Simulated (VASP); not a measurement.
Re: relaxation of cell and atoms with rSCAN

Crystal: Re.

```
CELL_PARAMETERS angstrom
0.00000 1.97500 1.97500
1.97500 0.00000 1.97500
1.97500 1.97500 0.00000
ATOMIC_POSITIONS crystal
Re 0.00000 0.00000 0.00000
```

This isn't the form of Re at room conditions, which is hcp.

```
Program                : VASP 6.6.1
Task                   : relaxation of cell and atoms
Functional             : rSCAN
Potentials or basis    : VASP PAW PBE potentials, release 64 (Re)
Cutoff                 : 600 eV
k mesh                 : 12 × 12 × 12
Occupations            : methfessel-paxton, width 0.1 eV
Spin                   : no spin polarisation
Further INCAR settings : ALGO = Normal; EDIFF = 1e-06; IBRION = 2; EDIFFG = -0.005; NSW = 40; ISIF = 3
```

```
Relaxed volume                         : 14.74 Å³/atom
Relaxed cell                           : a = 2.752 Å, b = 2.752 Å, c = 2.752 Å, α = 60.00°, β = 60.00°, γ = 60.00°
Space group after relaxing (to 0.05 Å) : Fm-3m (No. 225)
Energy gained by relaxing              : 33.9 meV/atom
Ionic steps                            : 5
Pressure after relaxing                : 0.0 GPa
Band gap on the k mesh                 : none (metal or under the smearing width)
```

Step by step:
| step | energy change (eV) | largest force (eV/Å) | pressure (GPa) | volume (Å³) |
| --- | --- | --- | --- | --- |
| 1 | 0.0000 | 0.0000 | -15.80 | 15.41 |
| 2 | 0.6820 | 0.0000 | 108.79 | 12.26 |
| 3 | -0.0337 | 0.0000 | -1.47 | 14.80 |
| 4 | -0.0339 | 0.0000 | -0.30 | 14.76 |
| 5 | -0.0339 | 0.0000 | 0.04 | 14.74 |

Final structure:
```yaml
crystal:
  lattice:
    - [0.00000, 1.94622, 1.94622]
    - [1.94622, 0.00000, 1.94622]
    - [1.94622, 1.94622, 0.00000]
  atoms:
    - { symbol: Re, position: [0.00000, 0.00000, 0.00000] }
```

Levels at points of the mesh, in eV from the Fermi level:
| k point | band 1 | band 2 | band 3 | band 4 | band 5 | band 6 | band 7 |
| --- | --- | --- | --- | --- | --- | --- | --- |
| (0.00, 0.00, 0.00) | -10.52 | -2.00 | -2.00 | -2.00 | 1.37 | 1.37 | 14.50 |
| (0.50, 0.00, 0.00) | -7.16 | -2.17 | -2.17 | 0.18 | 3.93 | 3.93 | 10.44 |
| (0.50, 0.50, 0.00) | -7.04 | -6.23 | 2.86 | 3.93 | 4.66 | 4.66 | 12.87 |

It took 60 s on 1 thread of Intel(R) Xeon(R) 6975P-C (Granite Rapids) (shared host), peak memory 0.16 GiB.

Caveat: the PAW data sets were made with another functional, which shifts forces and pressure a little. Spin-orbit coupling is left out, which matters for the levels of Re.
